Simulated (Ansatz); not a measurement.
# Si2W: the cost of one run

Method: DFT PBEsol, scalar-relativistic, plane waves, PAW, in Ansatz 0.2.0.

4 further runs of the same task are left out: 2 that didn't finish, 2 set aside as unsound or not needed.

## (1) The starting structure

It takes space group I4/mmm (No. 139, tetragonal). The conventional cell has a = 3.202 Å, b = 3.202 Å, c = 7.816 Å, α = 90.00°, β = 90.00°, γ = 90.00°. Si (site symmetry 4mm) has 5 Si at 2.59 to 2.62 Å and 5 W at 2.61 Å as nearest neighbours. W (site symmetry 4/mmm) is surrounded by 10 Si at 2.61 Å.

Coordinates:

```cif
data_structure
_symmetry_space_group_name_H-M 'I4/mmm'
_symmetry_Int_Tables_number 139
_cell_length_a 3.2025
_cell_length_b 3.2025
_cell_length_c 7.8157
_cell_angle_alpha 90.000
_cell_angle_beta 90.000
_cell_angle_gamma 90.000
_cell_volume 80.16
loop_
_atom_site_label
_atom_site_type_symbol
_atom_site_symmetry_multiplicity
_atom_site_Wyckoff_symbol
_atom_site_fract_x
_atom_site_fract_y
_atom_site_fract_z
_atom_site_occupancy
Si1 Si 4 e 0.50000 0.50000 0.83450 1
W1 W 2 a 0.00000 0.00000 0.00000 1
```

It is built from the cell relaxed beforehand with the same method (13.36 Å³/atom).

## (2) Zero of energy

The cell is repeated 4 times, 12 atoms in all. The reference gives a free energy of -46003.5879 eV, pressure 0.01 GPa, largest force 0.004 eV/Å and gap on the mesh none (metal). It was computed beforehand with the settings of the runs below.

## (3) Setting up sliding across a plane

The cut lies on the cell's a–b face, a (0 0 1) plane of area 10.26 Å², between layers 1.32 Å apart (Si below, Si above); the cell is 15.6 Å thick. Vector c is tilted by f times 1·a − 1·b (length 4.529 Å) with the atoms' Cartesian places fixed: one unrelaxed fault per cell.

## (4) f = 0.167

Input file input.yaml:

```yaml
crystal:
  lattice:
    - [-3.2024995638, 0.0, 0.0]
    - [0.0, -3.2024995638, 0.0]
    - [-0.5338566773, 0.5338566773, 15.6314650473]
  atoms:
    - { symbol: Si, position: [0.451282013, 0.548717987, 0.2922494723] }
    - { symbol: Si, position: [0.992957013, 1.007042987, 0.0422494723] }
    - { symbol: Si, position: [0.367932013, 0.632067987, 0.7922494723] }
    - { symbol: Si, position: [0.909607013, 1.090392987, 0.5422494723] }
    - { symbol: Si, position: [0.423692987, 0.576307013, 0.4577505277] }
    - { symbol: Si, position: [0.965367987, 1.034632013, 0.2077505277] }
    - { symbol: Si, position: [0.340342987, 0.659657013, 0.9577505277] }
    - { symbol: Si, position: [0.882017987, 1.117982013, 0.7077505277] }
    - { symbol: W, position: [-0.1458625, 1.1458625, 0.875] }
    - { symbol: W, position: [0.3958125, 0.6041875, 0.625] }
    - { symbol: W, position: [-0.0625125, 0.0625125, 0.375] }
    - { symbol: W, position: [0.4791625, 0.5208375, 0.125] }
basis:
  ecutwfc: 420
kpoints:
  mp_grid: { grid: [15, 15, 3] }
hamiltonian:
  xc: pbesol
scf:
  occupations: { method: gaussian, width: 0.15 }
output:
  forces: true
  stress: true
  eigenvalues: true
```

Started as:

```console
$ ansatz run input.yaml --threads 2 --pin off --max-ram 5120MiB --backend cpu --events-out ev --progress --plain --runs-dir out
```

Q: Estimate wall time and peak memory on 2 threads of Arm Neoverse V2, shared host.

About 49 s, with a peak of 1.2 GiB.
